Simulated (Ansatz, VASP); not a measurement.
# Two plane-wave programs on Ni

```
Ni
1.0
     0.00000    2.54960    2.54960
     2.54960    0.00000    2.54960
     2.54960    2.54960    0.00000
Ni
2
Direct
  0.00000 0.00000 0.00000
  0.25000 0.25000 0.25000
```

Alike in both runs: functional PBE; k mesh 18 × 18 × 18; occupations gaussian, width 0.1 eV; collinear spin.

Ansatz relaxed the structure, and its values are those at the end. VASP's run is a single point on that final structure, the one shown.

|  | VASP | Ansatz |
| --- | --- | --- |
| version | VASP 6.6.1 | Ansatz 0.2.0 |
| potentials or method | VASP PAW PBE potentials, release 64 (Ni) | scalar-relativistic, plane waves, PAW |
| plane-wave cutoff (eV) | 520 | 420 |
| valence electrons in the cell | 20 | 36 |

```tsv
	VASP	Ansatz	Ansatz less VASP
gap on the k mesh at the Fermi level (eV)	none	none	-
pressure (GPa)	0.0	0.0	+0.04
net moment per atom (μB)	0.79	0.80	+0.011
size of the moment on the site where the two differ most (μB)	0.79	0.84	+0.044
```

Site moments also hang on the region over which each program counts them. A gap of «none» marks a metal or a gap that the smearing closes. The two sets of potentials don't hold the same shells in valence.
